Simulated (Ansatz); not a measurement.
CdS:

```
CELL_PARAMETERS angstrom
4.26117 0.00000 0.00000
-2.13058 3.69028 0.00000
0.00000 0.00000 5.80417
ATOMIC_POSITIONS crystal
Cd 0.00000 0.00000 0.44269
S 0.66667 0.33333 0.43431
```

Measurements of this composition are mostly on another form, of space group No. 186.

```yaml
Program: Ansatz 0.2.0
Task: relaxation of cell and atoms
Functional: HSE03
Potentials_or_basis: Ansatz PAW
Cutoff: "420 eV (not typed: the program's choice for these potentials)"
k_mesh: 4 × 4 × 3
Occupations: fermi-dirac, width 0.05 eV
Spin: no spin polarisation
```

At the start: volume 45.64 Å³/atom.

Question: Where does the relaxation end?

Answer: It ends after 7 steps and the volume is 45.19 Å³/atom (-1.0 %); space group P-6m2 (No. 187, to 0.05 Å).

The path:
```
step  energy change (eV)  largest force (eV/Å)  volume (Å³)
   1              0.0000                0.0163        91.27
   2             -0.0047                0.0100        90.12
   3             -0.0049                0.0082        90.03
   4             -0.0050                0.0042        90.11
   5             -0.0049                0.0007        90.30
   6             -0.0049                0.0010        90.38
   7             -0.0045                0.0010        90.38
```

Final structure:
```
Cd S
1.0
     4.22961    0.00000    0.00000
    -2.11480    3.66295    0.00000
     0.00000    0.00000    5.83361
Cd S
1 1
Direct
  0.00000 0.00000 0.43811
  0.66667 0.33333 0.43889
```

Caveat: the k mesh is coarse (spacing up to 0.43 Å⁻¹), so the values aren't converged, least of all with exact exchange; the plane-wave basis is chosen anew once the cell has moved, so the energies of steps on either side of that aren't comparable; the PAW data sets come from PBE, with cores solved anew for the run's functional, which leaves a small shift of forces and pressure.
